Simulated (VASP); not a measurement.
# KBr: NMR shieldings

Wanted: the shieldings and field gradients at the nuclei of KBr. The cell is of the rock-salt type, one of the forms listed for this formula, which need not be the common one. The start is a cell from a database of measured crystal structures.

Method: PBE; plane waves and PAW (Br, K_sv), in the first sound run; inputs show where later runs differ, in VASP 6.6.1.

This is a report of a sequence of runs, with most program output left out.

### Step 1. Starting point

It takes space group Fm-3m (No. 225, cubic). The conventional cell has a = 6.600 Å, b = 6.600 Å, c = 6.600 Å, α = 90.00°, β = 90.00°, γ = 90.00°. Nearest to Br lie 6 K at 3.30 Å. K has 6 Br at 3.30 Å nearest. Farther neighbours and most contacts between anions are not listed.

Coordinates:

```xyz
2
Lattice="0.0000 3.3000 3.3000 3.3000 0.0000 3.3000 3.3000 3.3000 0.0000" Properties=species:S:1:pos:R:3 pbc="T T T"
Br    3.3000    3.3000    3.3000
K     0.0000    0.0000    0.0000
```

### Step 2. Ground state

The next steps need an insulator, so the gap is checked first.

File INCAR:

```
SYSTEM = KBr
PREC = Accurate
ENCUT = 400
EDIFF = 1E-07
NELM = 100
ISMEAR = 0
SIGMA = 0.01
LREAL = .FALSE.
ALGO = Normal
GGA = PE
NBANDS = 14
LORBIT = 11
LWAVE = .FALSE.
LCHARG = .FALSE.
KPAR = 4
```

File POSCAR:

```
KBr
1.0
    0.0000000000      3.3000000000      3.3000000000
    3.3000000000      0.0000000000      3.3000000000
    3.3000000000      3.3000000000      0.0000000000
Br K
1 1
Direct
    0.5000000000      0.5000000000      0.5000000000
    0.0000000000      0.0000000000      0.0000000000
```

File KPOINTS:

```
Automatic mesh
0
Gamma
5 5 5
0 0 0
```

Potentials, in the order of the species: Br and K_sv (PBE family, release 64).

Run with:

```sh
$ mpirun -np 4 vasp_std
```

Elapsed: 5.2 s, on 4 MPI ranks of AMD EPYC 7R43, shared host; peak memory 0.51 GiB.

The gap is read on the k-mesh alone, so it is an upper bound where the band edges lie off the mesh.

Numbers from this step:

```
free energy (TOTEN)            : -6.215 eV
Fermi energy                   : -1.641 eV
pressure                       : 0.7399 GPa
gap on the k-mesh              : 4.433 eV
least direct gap on the k-mesh : 4.433 eV
```

The cell has a gap of 4.43 eV on this mesh. Spin-orbit coupling is left out, which can shift or reorder these edges.

### Step 3. Shielding tensors

This step: chemical shifts by linear response (GIPAW), PBE; plane waves and PAW (Br, K_sv) (VASP 6.6.1).

LCHIMAG computes the induced currents by linear response. It needs tightly converged orbitals and a cutoff well above the default; LEFG adds the field gradients at no cost.

File INCAR:

```
SYSTEM = KBr
PREC = Accurate
ENCUT = 370
EDIFF = 1E-09
NELM = 100
ISMEAR = 0
SIGMA = 0.01
LREAL = .FALSE.
ALGO = Normal
GGA = PE
NBANDS = 14
LWAVE = .FALSE.
LCHARG = .FALSE.
KPAR = 4
LCHIMAG = .TRUE.
LEFG = .TRUE.
DQ = 0.001
ICHIBARE = 1
LNMR_SYM_RED = .TRUE.
```

POSCAR is that of step 2.

File KPOINTS:

```
Automatic mesh
0
Gamma
6 6 6
0 0 0
```

Run with:

```sh
$ mpirun -np 4 vasp_std
```

Run time: 1.9 min. Hardware: 4 MPI ranks; peak memory 0.68 GiB.

This step gave:

```yaml
free_energy_toten: -6.214 eV
fermi_energy: -1.677 eV
pressure: 0.7129 GPa
gap_on_the_k_mesh: 4.434 eV
least_direct_gap_on_the_k_mesh: 4.434 eV
```

Valence and core; the G = 0 term is that of a spherical sample. NMR shielding, by row:

| atom | isotropic shielding (ppm) | span (ppm) | skew | isotropic shielding without the G = 0 term (ppm) |
| --- | --- | --- | --- | --- |
| Br1 | 2660 | 0 | - | 2651 |
| K2 | 1153 | 0 | - | 1144 |

Ordered as |Vzz| ≥ |Vxx| ≥ |Vyy|, the program's way. Electric field gradients, by row:

| atom | Vxx (V/Å²) | Vyy (V/Å²) | Vzz (V/Å²) | asymmetry |
| --- | --- | --- | --- | --- |
| Br1 | 0 | 0 | 0 | - |
| K2 | 0 | 0 | 0 | - |

### Step 4. Another functional

This step: chemical shifts by linear response (GIPAW), PBEsol; plane waves and PAW (Br, K_sv) (VASP 6.6.1).

The functional is changed, to see how much the shieldings depend on it.

Changes to INCAR since step 3:

```diff
@@ -9,3 +9,3 @@
 ALGO = Normal
-GGA = PE
+GGA = PS
 NBANDS = 14
```

POSCAR is that of step 3.

KPOINTS is that of step 3.

Run with:

```sh
$ mpirun -np 4 vasp_std
```

Elapsed: 2.4 min, on 4 MPI ranks; peak memory 0.68 GiB.

The PAW data sets were made with PBE, which is usual practice but a small mismatch for other functionals.

This step gave:

| Property | Result |
| --- | --- |
| free energy (TOTEN) | -6.458 eV |
| Fermi energy | -1.748 eV |
| pressure | -0.3194 GPa |
| gap on the k-mesh | 4.279 eV |
| least direct gap on the k-mesh | 4.279 eV |

Valence and core; the G = 0 term is that of a spherical sample. NMR shielding, by row:

| atom | isotropic shielding (ppm) | span (ppm) | skew | isotropic shielding without the G = 0 term (ppm) |
| --- | --- | --- | --- | --- |
| Br1 | 2635 | 0 | - | 2626 |
| K2 | 1146 | 0 | - | 1136 |

Ordered as |Vzz| ≥ |Vxx| ≥ |Vyy|, the program's way. Electric field gradients, by row:

| atom | Vxx (V/Å²) | Vyy (V/Å²) | Vzz (V/Å²) | asymmetry |
| --- | --- | --- | --- | --- |
| Br1 | 0 | 0 | 0 | - |
| K2 | 0 | 0 | 0 | - |

Against the first shielding run the largest change is -25.2 ppm, on Br1.

### Step 5. Summary

This step: chemical shifts by linear response (GIPAW), PBE, PBEsol; plane waves and PAW (VASP 6.6.1).

No new run; the numbers come from the runs before.

Isotropic shieldings. Cost is wall time times ranks on a shared host. Shieldings by setting:

| run | ENCUT (eV) | k mesh | Br1, Wyckoff letter b (ppm) | K2, Wyckoff letter a (ppm) | cost (core minutes) |
| --- | --- | --- | --- | --- | --- |
| first shielding run | 370 | 6x6x6 | 2660 | 1153 | 7.6 |
| another functional | 370 | 6x6x6 | 2635 | 1146 | 9.47 |

### Step 6. What came out

| Property | Result |
| --- | --- |
| Br, isotropic shielding | 2660.4 ppm |
| K, isotropic shielding | 1152.7 ppm |

What this shows: At PBE, in the first shielding run, the isotropic shieldings are Br 2660.4 ppm; K 1152.7 ppm. In the first shielding run all tensors are isotropic to 0.5 ppm, as the cubic site symmetry asks. In the undistorted cell the field gradients vanish by symmetry; what its table shows is numerical noise. Against the first shielding run, the one with another functional moves the shieldings by at most 25 ppm. Shifts were not obtained, since a shift is the shielding of a reference compound, computed alike, less these values. The G = 0 term is the part set by the sample's shape, taken here for a sphere. Spin-orbit effects on the shifts of and near heavy atoms are left out. No finer mesh was run, so convergence in it isn't shown. VASP's guide advises LASPH and NLSPLINE for shieldings, which this input doesn't set; the effect wasn't tested. Where the functional isn't the one that the data sets were made with, the shieldings hold that mismatch too. The cell is of the rock-salt type, one of the forms listed for this formula, which need not be the common one.

[Lines on the potential files, build, host, timing and source positions are cut from VASP's logs without a mark.]

[Logs are printed without paths, hosts, clocks, repeated set-up lines and the standing remarks that a program may print on its own settings, such as how far it seeks lower states.]

[Hosts, paths, dates, database ids (printed as entryN), source tags and the programs' standing remarks are cut or masked in the printed files.]
